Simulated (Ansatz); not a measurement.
# A strain series on KBr (zincblende): isotropic on every length

KBr built on the zincblende prototype, relaxed with r2SCAN in the PAW code Ansatz, then strained (isotropic on every length; changes of length per length, axes as in the cell below) with the atoms relaxed again within the symmetry that is left. It is cubic, F-43m (No. 216); a = 7.377 Å in the conventional setting, 50.17 Å³ an atom. K has 4 Br at 3.19 Å; Br has 4 K at 3.19 Å. The cell comes from a prototype generator: it can be a known phase or a hypothetical one. Spin polarisation is off.

```yaml
crystal:
  lattice:
    - [0.00000, 3.68830, 3.68830]
    - [3.68830, 0.00000, 3.68830]
    - [3.68830, 3.68830, 0.00000]
  atoms:
    - { symbol: K, position: [0.00000, 0.00000, 0.00000] }
    - { symbol: Br, position: [0.25000, 0.25000, 0.25000] }
```

Gaps are the least over each mesh (PBE 6×6×6, r2SCAN 6×6×6, HSE06 4×4×4 when unstrained) and the special points, which keep their unstrained names; stress is the change from the unstrained cell, compression positive.

```csv
strain (%),"gap, PBE (eV)","gap, r2SCAN (eV)","gap, HSE06 (eV)","edges, HSE06","mean stress, r2SCAN (GPa)","energy rise, r2SCAN (meV/atom)"
-2.0,4.389,4.932,5.507,Γ–K (0.72) → Γ,+0.70,6.2
-0.31,4.299,4.855,5.409,"(0, 0.229, -1/4) → Γ",+0.10,0.2
0.0,4.282,4.841,5.392,"(0, 0.229, -1/4) → Γ",0.00,0.0
+0.37,4.263,4.825,5.371,Γ–K (0.61) → Γ,-0.11,0.2
+4.0,4.077,4.670,5.170,Γ–K (0.50) → Γ,-0.90,19.3
```

Between zero and the nearest strains the slope of the HSE06 gap against strain is -0.057 eV per percent for negative and -0.057 for positive strain.

The runs are scalar-relativistic, without spin-orbit coupling.

Where an edge lies off the special points, it is a point of the mesh or the k point where a search put PBE's edge or least direct gap, reused for the other functionals, whose own edges may lie a little apart.

The meshes of the hybrids are coarse, so their gaps aren't converged to the digits shown.
